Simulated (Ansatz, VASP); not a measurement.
**Ag: VASP beside Ansatz**

Contents of INCAR:

```
SYSTEM = Ag
  PREC = Accurate
  ENCUT = 520
  EDIFF = 1E-6
  ISMEAR = -1
  SIGMA = 0.05
  LREAL = .FALSE.
  LASPH = .TRUE.
  NELM = 60
  ALGO = Normal
  ISIF = 2
  LWAVE = .FALSE.
  LCHARG = .FALSE.
  LNONCOLLINEAR = .TRUE.
  MAGMOM = 0 0 0
  LORBIT = 11
  LSORBIT = .TRUE.
  GGA_COMPAT = .FALSE.
  LMAXMIX = 4
  GGA = PE
  NBANDS = 22
```

KPOINTS

```
regular mesh
0
G
  8 8 8
  0 0 0
```

POSCAR

```
Ag
1.0
    0.0000000000      2.0427500000      2.0427500000
    2.0427500000      0.0000000000      2.0427500000
    2.0427500000      2.0427500000      0.0000000000
Ag
1
Direct
    0.0000000000      0.0000000000      0.0000000000
```

File KPOINTS_OPT:

```
path GXWKGLUWLK,UX
10
line-mode
reciprocal
 0.0000000000  0.0000000000  0.0000000000  G
 0.5000000000  0.0000000000  0.5000000000  X

 0.5000000000  0.0000000000  0.5000000000  X
 0.5000000000  0.2500000000  0.7500000000  W

 0.5000000000  0.2500000000  0.7500000000  W
 0.3750000000  0.3750000000  0.7500000000  K

 0.3750000000  0.3750000000  0.7500000000  K
 0.0000000000  0.0000000000  0.0000000000  G

 0.0000000000  0.0000000000  0.0000000000  G
 0.5000000000  0.5000000000  0.5000000000  L

 0.5000000000  0.5000000000  0.5000000000  L
 0.6250000000  0.2500000000  0.6250000000  U

 0.6250000000  0.2500000000  0.6250000000  U
 0.5000000000  0.2500000000  0.7500000000  W

 0.5000000000  0.2500000000  0.7500000000  W
 0.5000000000  0.5000000000  0.5000000000  L

 0.5000000000  0.5000000000  0.5000000000  L
 0.3750000000  0.3750000000  0.7500000000  K

 0.6250000000  0.2500000000  0.6250000000  U
 0.5000000000  0.0000000000  0.5000000000  X
```

The input input.yaml:

```yaml
crystal:
  lattice:
    - [0.0, 2.04275, 2.04275]
    - [2.04275, 0.0, 2.04275]
    - [2.04275, 2.04275, 0.0]
  atoms:
    - { symbol: Ag, position: [0.0, 0.0, 0.0] }
hamiltonian:
  xc: pbe
  pseudopotentials: { kind: paw_fr }
magnetization:
  noncollinear: true
  spin_orbit: true
kpoints:
  mp_grid: { grid: [8, 8, 8] }
  band_path:
    path:
      - [[0.0, 0.0, 0.0], [0.5, 0.0, 0.5], [0.5, 0.25, 0.75], [0.375, 0.375, 0.75], [0.0, 0.0, 0.0], [0.5, 0.5, 0.5], [0.625, 0.25, 0.625], [0.5, 0.25, 0.75], [0.5, 0.5, 0.5], [0.375, 0.375, 0.75]]
      - [[0.625, 0.25, 0.625], [0.5, 0.0, 0.5]]
    npoints: 14
scf:
  occupations: { method: fermi_dirac, width: 0.05 }
  n_extra_bands: 6
output:
  forces: true
  stress: true
  eigenvalues: true
  fatbands: false
  write_density: true
  write_potential: true
  elf: true
  volumetric_format: npy
```

Alike in both runs: task band structure; functional PBE; k mesh 8 × 8 × 8; occupations fermi-dirac, width 0.05 eV; spin-orbit coupling, no magnetisation.

```csv
,VASP,Ansatz
version,VASP 6.6.1,Ansatz 0.2.0
potentials or method,"VASP PAW PBE potentials, release 64 (Ag)",Ansatz PAW
plane-wave cutoff (eV),520,420
valence electrons in the cell,11,19
```

```csv
,VASP,Ansatz,Ansatz less VASP
gap on the k mesh at the Fermi level (eV),none,none,-
pressure (GPa),5.0,5.2,+0.15
```

A gap of «none» marks a metal or a gap that the smearing closes. The two sets of potentials don't hold the same shells in valence.
